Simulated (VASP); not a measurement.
EuS:

```
CELL_PARAMETERS angstrom
0.00000 2.97850 2.97850
2.97850 0.00000 2.97850
2.97850 2.97850 0.00000
ATOMIC_POSITIONS crystal
Eu 0.00000 0.00000 0.00000
S 0.50000 0.50000 0.50000
```

Program: VASP 6.6.1. Alike in all runs: task electric field gradients; potentials or basis VASP PAW PBE potentials, release 64 (Eu, S); spin collinear, ferromagnetic start; cell as given; k mesh 10 × 10 × 10; cutoff (eV) 520; smearing fermi-dirac 0.05 eV.

Question: Order these runs on this cell by their pressure, lowest first.
A. level PBEsol+U; U Eu f U = 2 eV
B. level PBEsol
C. level PBEsol+U; U Eu f U = 6 eV

Answer: B (-5.8 GPa), A (-4.3 GPa), C (-1.9 GPa).

Caveats: the PAW data sets were made with another functional, which shifts forces and pressure a little; a cell with one magnetic atom can't hold antiferromagnetic order, which such compounds often take.
